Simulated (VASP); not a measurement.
A run of VASP 6.6.1:

File INCAR:

```
ALGO = Normal ; EDIFF = 1E-6
ENCUT = 520 ; GGA = PE
ISIF = 2 ; ISMEAR = 0
LASPH = T ; LCHARG = F
LREAL = F ; LWAVE = F
NBANDS = 10 ; NELM = 100
PREC = Accurate ; SIGMA = 0.1
```

File KPOINTS:

```
k-points
0
Gamma
  4 4 4
```

Contents of POSCAR:

```
Mg
1.0
    4.3630858999      0.0000000000      0.0000000000
    0.0000000000      4.3630858999      0.0000000000
    0.0000000000      0.0000000000      4.3630858999
Mg
3
Direct
    0.0000000000      0.5000000000      0.5000000000
    0.5000000000      0.0000000000      0.5000000000
    0.5000000000      0.5000000000      0.0000000000
```

Potentials or basis: VASP PAW PBE potentials, release 64 (Mg).

Command:

```bash
$ cat potpaw_PBE.64/Mg/POTCAR > POTCAR
$ mpirun -np 1 vasp_std > vasp.out
```

Hardware: 1 thread of Intel(R) Xeon(R) 6975P-C (Granite Rapids) (shared host).

Q: Estimate the wall time of this run.

A: Wall time 4.2 s on 1 thread of Intel(R) Xeon(R) 6975P-C (Granite Rapids), with other jobs on the host, peak memory 0.17 GiB. Counts: scf iterations 11, k points 10.
